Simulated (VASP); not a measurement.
# C (Fd-3m) in VASP: further runs, part 2 of 2

VASP 6.6.1.

## Step 3: Born charges and dielectric tensor, PBEsol

File INCAR:

```
PREC = Accurate ; ENCUT = 520
EDIFF = 1E-8 ; ISMEAR = 0
SIGMA = 0.02 ; LREAL = False
LASPH = True ; NELM = 80
ALGO = Fast ; ISIF = 2
LWAVE = False ; LCHARG = False
GGA = PS ; LEPSILON = True
IBRION = 8 ; NSW = 1
```

File KPOINTS:

```
Automatic mesh
0
Gamma
  14 14 14
```

File POSCAR:

```
C                                       
1.0
    0.0000000000      1.7783294398      1.7783294398
    1.7783294398      0.0000000000      1.7783294398
    1.7783294398      1.7783294398      0.0000000000
  C             
     2
Direct
     0.0000000000000000    0.0000000000000000    0.0000000000000000
     0.2500000000000000    0.2500000000000000    0.2500000000000000
```

Potentials or basis: VASP PAW PBE potentials, release 64 (C).

Launch:

```sh
$ cat potpaw_PBE.64/C/POTCAR > POTCAR
$ mpirun -np 1 vasp_std > vasp.out
```

OUTCAR:

```text
PREC = Accurate
   ENCUT = 520
   EDIFF = 1E-8
   ISMEAR = 0
   LREAL = False
   LASPH = True
   NELM = 80
   ISIF = 2
   GGA = PS
   LEPSILON = True
   IBRION = 8
   NSW = 1

 ion  position               nearest neighbor table
   1  0.000  0.000  0.000-   2 1.54   2 1.54   2 1.54   2 1.54
   2  0.250  0.250  0.250-   1 1.54   1 1.54   1 1.54   1 1.54

  LATTYP: Found a face centered cubic cell.
 ALAT       =     3.5566588796

  Lattice vectors:

 A1 = (   0.0000000000,   1.7783294398,   1.7783294398)
 A2 = (   1.7783294398,   0.0000000000,   1.7783294398)
 A3 = (   1.7783294398,   1.7783294398,   0.0000000000)

Analysis of symmetry for initial positions (statically):
=====================================================================
 Subroutine PRICEL returns:
 Original cell was already a primitive cell.

 Routine SETGRP: Setting up the symmetry group for a
 face centered cubic supercell.

 Subroutine GETGRP returns: Found 48 space group operations
 (whereof 24 operations were pure point group operations)
 out of a pool of 48 trial point group operations.

The static configuration has the point symmetry T_d .
 The point group associated with its full space group is O_h .

Analysis of symmetry for dynamics (positions and initial velocities):
=====================================================================
 Subroutine PRICEL returns:
 Original cell was already a primitive cell.

 Routine SETGRP: Setting up the symmetry group for a
 face centered cubic supercell.
[... 520 lines left out ...]

 PIEZOELECTRIC TENSOR (including local field effects)  for field in x, y, z        (C/m^2)
          XX          YY          ZZ          XY          YZ          ZX
  --------------------------------------------------------------------------------
  x     0.00000    -0.00000    -0.00000     0.00000     0.00000     0.00000
  y     0.00000     0.00000     0.00000     0.00000     0.00000     0.00000
  z     0.00000     0.00000     0.00000     0.00000     0.00000     0.00000

 BORN EFFECTIVE CHARGES (including local field effects) (in |e|, cummulative output)
 ---------------------------------------------------------------------------------
 ion    1
    1    -0.00000    -0.00000     0.00000
    2    -0.00000    -0.00000    -0.00000
    3     0.00000     0.00000    -0.00000
 ion    2
    1     0.00000     0.00000    -0.00000
    2     0.00000     0.00000     0.00000
    3    -0.00000    -0.00000     0.00000

 INTERNAL STRAIN TENSOR FOR ION    2 for displacements in x,y,z  (eV/Angst):
          X           Y           Z          XY          YZ          ZX
  --------------------------------------------------------------------------------
  x    -0.00000     0.00000     0.00000     0.00000    -3.87401     0.00000
  y    -0.00000    -0.00000    -0.00000     0.00000     0.00000    -3.87401
  z     0.00000     0.00000    -0.00000    -3.87401     0.00000     0.00000

 SECOND DERIVATIVES (NOT SYMMETRIZED)
 ------------------------------------
               1X          1Y          1Z          2X          2Y          2Z
  1X   -37.703303    0.000000    0.000000   37.703303    0.000000    0.000000
  1Y     0.000000  -37.703303    0.000000    0.000000   37.703303    0.000000
  1Z     0.000000    0.000000  -37.703303    0.000000    0.000000   37.703303
  2X    37.703303    0.000000    0.000000  -37.703303    0.000000    0.000000
  2Y     0.000000   37.703303    0.000000    0.000000  -37.703303    0.000000
  2Z     0.000000    0.000000   37.703303    0.000000    0.000000  -37.703303

 Eigenvectors and eigenvalues of the dynamical matrix
 ----------------------------------------------------

   1 f  =   39.171106 THz   246.119319 2PiTHz 1306.607463 cm-1   161.998606 meV
             X         Y         Z           dx          dy          dz
      0.000000  0.000000  0.000000     0.000000   -0.707107    0.000000
      0.889165  0.889165  0.889165     0.000000    0.707107    0.000000
[... 21 lines left out ...]
   6 f  =    0.000000 THz     0.000000 2PiTHz    0.000000 cm-1     0.000000 meV
             X         Y         Z           dx          dy          dz
      0.000000  0.000000  0.000000     0.000000    0.000000    0.707107
      0.889165  0.889165  0.889165     0.000000    0.000000    0.707107

--------------------------------------------------------------------------------------------------------

 MACROSCOPIC STATIC DIELECTRIC TENSOR IONIC CONTRIBUTION
 ------------------------------------------------------
           0.000000     0.000000    -0.000000
           0.000000     0.000000     0.000000
          -0.000000     0.000000     0.000000
 ------------------------------------------------------

 ELASTIC MODULI CONTR FROM IONIC RELAXATION (kBar)
 Direction    XX          YY          ZZ          XY          YZ          ZX
 --------------------------------------------------------------------------------
 XX          -0.0000     -0.0000      0.0000      0.0000     -0.0000     -0.0000
 YY          -0.0000     -0.0000     -0.0000      0.0000      0.0000     -0.0000
 ZZ           0.0000     -0.0000     -0.0000     -0.0000      0.0000     -0.0000
 XY           0.0000      0.0000     -0.0000    -56.7005      0.0000      0.0000
 YZ          -0.0000      0.0000      0.0000      0.0000    -56.7005      0.0000
 ZX          -0.0000     -0.0000     -0.0000      0.0000      0.0000    -56.7005
 --------------------------------------------------------------------------------

 PIEZOELECTRIC TENSOR IONIC CONTR  for field in x, y, z        (C/m^2)
          XX          YY          ZZ          XY          YZ          ZX
  --------------------------------------------------------------------------------
  x    -0.00000     0.00000     0.00000     0.00000    -0.00000    -0.00000
  y    -0.00000    -0.00000    -0.00000    -0.00000    -0.00000    -0.00000
  z     0.00000     0.00000    -0.00000    -0.00000     0.00000     0.00000
```

stdout:

```text
POSCAR found type information on POSCAR C
 POSCAR found :  1 types and       2 ions
 scaLAPACK will be used
 -----------------------------------------------------------------------------
|                                                                             |
|                                                                             |
|     You enforced a specific xc type in the INCAR file but a different       |
[... 34 lines left out ...]
  Direction:   3
 dielectric tensor                  component  3 :     0.254     1.008     5.874
 Linear response DOF=           1
 Linear response progress:
 first order change of Fermi-energy   0.14736E-03
 force on displaced ion       1 direction 1 : -37.703  -0.000  -0.000
 Born effective charge ion    1 direction 1 :   0.000   0.000   0.000
 Born effective charges drift removed
 Linear response finished
```

It took 92 s on 1 thread of Intel Xeon Platinum 8375C at 2.90GHz (Ice Lake), shared host; peak memory 0.2 GiB.

What came out:

```
Band gap on the k mesh                  : 4.03 eV, indirect (least direct gap 5.56 eV)
Electronic dielectric tensor (diagonal) : 5.87
Born charges (mean of the diagonal)     : C +0.00 e
Highest phonon frequency at Γ           : 1307 cm⁻¹
```

Levels at points of the mesh, in eV from the valence-band top:
| k point | band 1 | band 2 | band 3 | band 4 | band 5 | band 6 | band 7 | band 8 |
| --- | --- | --- | --- | --- | --- | --- | --- | --- |
| (0.00, 0.00, 0.00) | -21.64 | 0.00 | 0.00 | 0.00 | 5.56 | 5.56 | 5.56 | 13.56 |
| (0.50, 0.00, 0.00) | -15.76 | -13.56 | -2.83 | -2.83 | 8.42 | 8.42 | 8.96 | 15.57 |
| (0.50, 0.50, 0.00) | -12.84 | -12.84 | -6.39 | -6.39 | 4.62 | 4.62 | 16.92 | 16.92 |

Phonon frequencies in cm⁻¹ (negative: imaginary):
| q point | frequencies |
| --- | --- |
| (0.000, 0.000, 0.000) | 0 0 0 1307 1307 1307 |

Electronic dielectric tensor:
```
5.87 0.00 0.00
0.00 5.87 0.00
0.00 0.00 5.87
```

Born effective charge tensors (e):
atom 1, C
```
0.00 0.00 0.00
0.00 0.00 0.00
0.00 0.00 0.00
```
atom 2, C
```
0.00 0.00 0.00
0.00 0.00 0.00
0.00 0.00 0.00
```
